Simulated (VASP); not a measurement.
# InAs (F-43m) in VASP: a series of runs, part 2 of 2

VASP 6.6.1. Earlier steps stand in the parts before.

### 4 Relaxation of the atoms, PBEsol (a relaxed cell with its volume scaled by 0.94)

File INCAR:

```
SYSTEM = InAs
PREC     = Accurate       ! precision mode
ENCUT    = 600            ! plane-wave cutoff, eV
EDIFF    = 1E-7           ! SCF threshold, eV
ISMEAR   = 0              ! smearing method
SIGMA    = 0.03           ! smearing width, eV
LREAL    = .FALSE.        ! projectors in reciprocal space
LASPH    = .TRUE.         ! aspherical terms in the spheres
NELM     = 80             ! most SCF steps
ALGO     = Normal         ! electronic algorithm
ISIF     = 2              ! what is computed and relaxed
LWAVE    = .FALSE.        ! write WAVECAR
LCHARG   = .FALSE.        ! write CHGCAR
GGA      = PS             ! functional
IBRION   = 2              ! ionic algorithm
NSW      = 40             ! ionic steps
EDIFFG   = -0.01          ! ionic threshold
```

File KPOINTS:

```
regular mesh
0
G
  10 10 10
  0 0 0
```

File POSCAR:

```
InAs                                    
1.0
    0.0000000000      2.9832844946      2.9832844946
    2.9832844946      0.0000000000      2.9832844946
    2.9832844946      2.9832844946      0.0000000000
  In              As            
     1     1
Direct
     0.0000000000000000    0.0000000000000000    0.0000000000000000
     0.2500000000000000    0.2500000000000000    0.2500000000000000
```

Potentials or basis: VASP PAW PBE potentials, release 64 (In_d, As).

The run is started by

```
> cat potpaw_PBE.64/In_d/POTCAR potpaw_PBE.64/As/POTCAR > POTCAR
> mpirun -np 1 vasp_std > vasp.out
```

OUTCAR:

```text
SYSTEM = InAs
   PREC = Accurate
   ENCUT = 600
   EDIFF = 1E-7
   ISMEAR = 0
   LREAL = .FALSE.
   LASPH = .TRUE.
   NELM = 80
   ISIF = 2
   GGA = PS
   IBRION = 2
   NSW = 40
   EDIFFG = -0.01

 ion  position               nearest neighbor table
   1  0.000  0.000  0.000-   2 2.58   2 2.58   2 2.58   2 2.58
   2  0.250  0.250  0.250-   1 2.58   1 2.58   1 2.58   1 2.58

  LATTYP: Found a face centered cubic cell.
 ALAT       =     5.9665689892

  Lattice vectors:

 A1 = (   0.0000000000,   2.9832844946,   2.9832844946)
 A2 = (   2.9832844946,   0.0000000000,   2.9832844946)
 A3 = (   2.9832844946,   2.9832844946,   0.0000000000)

Analysis of symmetry for initial positions (statically):
=====================================================================
 Subroutine PRICEL returns:
 Original cell was already a primitive cell.

 Routine SETGRP: Setting up the symmetry group for a
 face centered cubic supercell.

 Subroutine GETGRP returns: Found 24 space group operations
 (whereof 24 operations were pure point group operations)
 out of a pool of 48 trial point group operations.

The static configuration has the point symmetry T_d .

Analysis of symmetry for dynamics (positions and initial velocities):
=====================================================================
 Subroutine PRICEL returns:
 Original cell was already a primitive cell.

 Routine SETGRP: Setting up the symmetry group for a
 face centered cubic supercell.

 Subroutine GETGRP returns: Found 24 space group operations
 (whereof 24 operations were pure point group operations)
 out of a pool of 48 trial point group operations.

The dynamic configuration has the point symmetry T_d .

 Subroutine INISYM returns: Found 24 space group operations
 (whereof 24 operations are pure point group operations),
 and found     1 'primitive' translations

----------------------------------------------------------------------------------------

                                     Primitive cell

  volume of cell :      53.1024

  direct lattice vectors                    reciprocal lattice vectors
     0.000000000  2.983284495  2.983284495    -0.167600509  0.167600509  0.167600509
     2.983284495  0.000000000  2.983284495     0.167600509 -0.167600509  0.167600509
     2.983284495  2.983284495  0.000000000     0.167600509  0.167600509 -0.167600509

  length of vectors
     4.219001393  4.219001393  4.219001393     0.290292597  0.290292597  0.290292597

  position of ions in fractional coordinates (direct lattice)
     0.000000000  0.000000000  0.000000000
     0.250000000  0.250000000  0.250000000

  ion indices of the primitive-cell ions
   primitive index   ion index
                 1           1
                 2           2

----------------------------------------------------------------------------------------

 KPOINTS: regular mesh

Automatic generation of k-mesh.
 Grid dimensions read from file:
 generate k-points for:   10   10   10

 Generating k-lattice:

  Cartesian coordinates                     Fractional coordinates (reciprocal lattice)
    -0.016760051  0.016760051  0.016760051     0.100000000  0.000000000  0.000000000
     0.016760051 -0.016760051  0.016760051     0.000000000  0.100000000  0.000000000
     0.016760051  0.016760051 -0.016760051     0.000000000  0.000000000  0.100000000

  Length of vectors
     0.029029260  0.029029260  0.029029260

  Shift w.r.t. Gamma in fractional coordinates (k-lattice)
     0.000000000  0.000000000  0.000000000

 Subroutine IBZKPT returns following result:
 ===========================================

 Found     47 irreducible k-points:

 Following reciprocal coordinates:
            Coordinates               Weight
  0.000000  0.000000  0.000000      1.000000
  0.100000  0.000000  0.000000      8.000000
  0.200000  0.000000  0.000000      8.000000
  0.300000  0.000000  0.000000      8.000000
  0.400000  0.000000  0.000000      8.000000
  0.500000  0.000000  0.000000      4.000000
[... 16 lines left out ...]
  0.300000  0.300000  0.000000      6.000000
  0.400000  0.300000  0.000000     24.000000
 [... further k-points ...]
   k-points           NKPTS =     47   k-points in BZ     NKDIM =     47   number of bands    NBANDS=     13
   number of dos      NEDOS =    301   number of ions     NIONS =      2
   total plane-waves  NPLWV =  46656
   dimension x,y,z NGX =    36 NGY =   36 NGZ =   36
   dimension x,y,z NGXF=    72 NGYF=   72 NGZF=   72
   ions per type =               1   1
   NGX,Y,Z   is equivalent  to a cutoff of  14.19, 14.19, 14.19 a.u.
   NGXF,Y,Z  is equivalent  to a cutoff of  28.37, 28.37, 28.37 a.u.
 SYSTEM =  InAs
   PREC   = accura    normal or accurate (medium, high low for compatibility)
   ISTART =      0    job   : 0-new  1-cont  2-samecut
   ICHARG =      2    charge: 1-file 2-atom 10-const
   ISPIN  =      1    spin polarized calculation?
   LNONCOLLINEAR =      F non collinear calculations
   LSORBIT =      F    spin-orbit coupling
   LASPH  =      T    aspherical Exc in radial PAW
   ENCUT  =  600.0 eV  44.10 Ry    6.64 a.u.   8.43  8.43  8.43*2*pi/ulx,y,z
   NELM   =     80;   NELMIN=  2; NELMDL= -5     # of ELM steps
   EDIFF  = 0.1E-06   stopping-criterion for ELM
   LREAL  =      F    real-space projection
   EDIFFG = -.1E-01   stopping-criterion for IOM
   NSW    =     40    number of steps for IOM
   IBRION =      2    ionic relax: 0-MD 1-quasi-New 2-CG
   NFREE  =      1    steps in history (QN), initial steepest desc. (CG)
   ISIF   =      2    stress and relaxation
   ISYM   =      2    0-nonsym 1-usesym 2-fastsym
   POTIM  = 0.5000    time-step for ionic-motion
   TEBEG  =    0.0;   TEEND  =   0.0 temperature during run
   PSTRESS=    0.0 pullay stress
   NELECT =      18.0000    total number of electrons
   NUPDOWN=      -1.0000    fix difference up-down
   EMIN   =  10.00;   EMAX   =-10.00  energy-range for DOS
   EFERMI =   0.00;   METHOD = LEGACY
   ISMEAR =     0;   SIGMA  =   0.03  broadening in eV -4-tet -1-fermi 0-gaus
   EFERMI_NEDOS =   21; number of points for ismear=-14 and -15
   IALGO  =     38    algorithm
   IMIX   =      4    mixing-type and parameters
     AMIX     =   0.40;   BMIX     =  1.00
     AMIX_MAG =   1.60;   BMIX_MAG =  1.00
  volume/ion in A,a.u.               =      26.55       179.18
  Fermi-wavevector in a.u.,A,eV,Ry     =   1.141461  2.157048 17.727476  1.302933
  Thomas-Fermi vector in A             =   2.278161
   LORBIT       =      0    0 simple, 1 ext, 2 COOP (PROOUT), +10 PAW based schemes
   GGA     = PS    functional components
   LHFCALC =     F    Hartree Fock is set to
   AEXX    =    0.0000 exact exchange contribution
   IVDW    =     0    specifies the selected vdW correction
   LEPSILON=     F    determine dielectric tensor
   LRPA    =     F    only Hartree local field effects (RPA)
 conjugate gradient relaxation of ions
 non-spin polarized calculation
 Gauss-broadening in eV      SIGMA  =   0.03
  energy-cutoff  :      600.00
  volume of cell :       53.10
 maximum number of plane-waves:      1807
 NGX is ok and might be reduce to    36
   NGX = 17   NGY = 17   NGZ = 17

 number of electron      17.9999999 magnetization

 Free energy of the ion-electron system (eV)
  ---------------------------------------------------
  ext. energy  EPLUGINS =         0.00000000
  ---------------------------------------------------
  free energy    TOTEN  =        -8.44999630 eV

  energy without entropy =       -8.44995002  energy(sigma->0) =       -8.44997316

 E-fermi :   4.7990     XC(G=0):  -9.4606

 val. band max:        4.7898683945   @ k =   0.0000   0.0000   0.0000
 cond. band min:       5.7501379429   @ k =   0.5000   0.0000   0.0000
 fundamental gap:      0.9602695484
 Fermi energy:         4.7990057783

 k-point     1 :       0.0000    0.0000    0.0000
  band No.  band energies     occupation
      1      -9.6340      2.00000
      2      -9.6340      2.00000
      3      -9.6340      2.00000
      4      -9.4881      2.00000
      5      -9.4881      2.00000
      6      -7.3709      2.00000
      7       4.7108      1.99997
      8       4.7899      1.33334
      9       4.7899      1.33334
     10       4.7899      1.33334
     11       8.6597      0.00000
     12       8.6597      0.00000
     13       8.6597      0.00000
[... 354 lines left out ...]
  band No.  band energies     occupation
      1      -9.8110      2.00000
      2      -9.5639      2.00000
      3      -9.5609      2.00000
      4      -9.5206      2.00000
      5      -9.4681      2.00000
      6      -5.7833      2.00000
      7      -0.3345      2.00000
      8       2.4310      2.00000
      9       2.7193      2.00000
     10       6.6948      0.00000
     11       7.5546      0.00000
     12      11.5006      0.00000
     13      12.2907      0.00000

 [... further k-points ...]
[... 5 lines left out ...]
  --------------------------------------------------------------------------------------
  -------------------------------------------------------------------------------------
  Total        1.3255120      1.3255120      1.3255120      0.0000000     -0.0000000      0.0000000
  in kB       39.9926541     39.9926541     39.9926541      0.0000000     -0.0000000      0.0000000
  external PRESSURE =      39.9926541 kB  Pullay stress =       0.0000000 kB

 VOLUME and BASIS-vectors are now :
 -----------------------------------------------------------------------------
  energy-cutoff  :      600.00
  volume of cell :       53.10
      direct lattice vectors                 reciprocal lattice vectors
     0.000000000  2.983284495  2.983284495    -0.167600509  0.167600509  0.167600509
     2.983284495  0.000000000  2.983284495     0.167600509 -0.167600509  0.167600509
     2.983284495  2.983284495  0.000000000     0.167600509  0.167600509 -0.167600509

 POSITION                                       TOTAL-FORCE (eV/Angst)
 -----------------------------------------------------------------------------------
      0.00000      0.00000      0.00000        -0.000000     -0.000000     -0.000000
      1.49164      1.49164      1.49164         0.000000      0.000000      0.000000
 -----------------------------------------------------------------------------------
    total drift:                                0.000000      0.000000      0.000000

  FREE ENERGIE OF THE ION-ELECTRON SYSTEM (eV)
  ---------------------------------------------------
  free  energy   TOTEN  =        -8.4499963025 eV

  energy  without entropy=       -8.4499500212  energy(sigma->0) =       -8.44997316

 reached required accuracy - stopping structural energy minimisation
```

It took 34 s on 1 thread of Intel Xeon Platinum 8488C (Sapphire Rapids), shared host; peak memory 0.22 GiB.

Results:

| Item | Value |
| --- | --- |
| Free energy | -8.4500 eV |
| Pressure after relaxing | 4.0 GPa |
| Band gap on the k mesh | none (metal or under the smearing width) |

Final structure:
```yaml
crystal:
  lattice:
    - [0.00000, 2.98328, 2.98328]
    - [2.98328, 0.00000, 2.98328]
    - [2.98328, 2.98328, 0.00000]
  atoms:
    - { symbol: In, position: [0.00000, 0.00000, 0.00000] }
    - { symbol: As, position: [0.25000, 0.25000, 0.25000] }
```

Caveat: the relaxation stopped at its first step, so nothing moved; the PAW data sets were made with another functional, which shifts forces and pressure a little.

### 5 Relaxation of the atoms, PBEsol (a relaxed cell with its volume scaled by 0.96)

INCAR is that of step 4.

KPOINTS is that of step 4.

File POSCAR:

```
InAs                                    
1.0
    0.0000000000      3.0042942325      3.0042942325
    3.0042942325      0.0000000000      3.0042942325
    3.0042942325      3.0042942325      0.0000000000
  In              As            
     1     1
Direct
     0.0000000000000000    0.0000000000000000    0.0000000000000000
     0.2500000000000000    0.2500000000000000    0.2500000000000000
```

The run is started by

```
> cat potpaw_PBE.64/In_d/POTCAR potpaw_PBE.64/As/POTCAR > POTCAR
> mpirun -np 1 vasp_std > vasp.out
```

Run time: 42 s. Hardware: 1 thread of Intel Xeon Platinum 8488C (Sapphire Rapids), shared host; peak memory 0.22 GiB.

The run converged. Its results:

* Free energy: -8.4729 eV
* Pressure after relaxing: 2.5 GPa
* Band gap on the k mesh: none (metal or under the smearing width)

Final structure:
```yaml
crystal:
  lattice:
    - [0.00000, 3.00429, 3.00429]
    - [3.00429, 0.00000, 3.00429]
    - [3.00429, 3.00429, 0.00000]
  atoms:
    - { symbol: In, position: [0.00000, 0.00000, 0.00000] }
    - { symbol: As, position: [0.25000, 0.25000, 0.25000] }
```

Levels at points of the mesh, in eV from the Fermi level:
```tsv
k point	band 5	band 6	band 7	band 8	band 9	band 10	band 11	band 12	band 13
(0.00, 0.00, 0.00)	-14.25	-12.03	-0.20	-0.01	-0.01	-0.01	3.85	3.85	3.85
(0.50, 0.00, 0.00)	-14.24	-10.48	-5.92	-1.04	-1.04	0.91	4.62	4.62	6.73
(0.50, 0.50, 0.00)	-14.22	-9.91	-5.98	-2.42	-2.42	1.40	1.97	9.19	9.34
```

Caveat: the relaxation stopped at its first step, so nothing moved; the PAW data sets were made with another functional, which shifts forces and pressure a little.

### 6 The runs side by side

| task | cell | gap on the mesh (eV) | pressure (GPa) |
| --- | --- | --- | --- |
| relaxation of cell and atoms | relaxed | none | 0.0 |
| relaxation of the atoms | atoms relaxed from: a relaxed cell with its volume scaled by 0.94 | none | 4.0 |
| relaxation of the atoms | atoms relaxed from: a relaxed cell with its volume scaled by 0.96 | none | 2.5 |

Alike in all rows: level PBEsol; potentials or basis VASP PAW PBE potentials, release 64 (In_d, As); no spin polarisation; k mesh 10 × 10 × 10; cutoff (eV) 600; smearing gaussian 0.03 eV.

Caveats: the relaxation stopped at its first step, so nothing moved; the PAW data sets were made with another functional, which shifts forces and pressure a little; this crystal is a semiconductor, whose small gap the functional closes, so the metal is an error of the method (some runs).

Absolute energies hang on the potentials; compare differences alone.
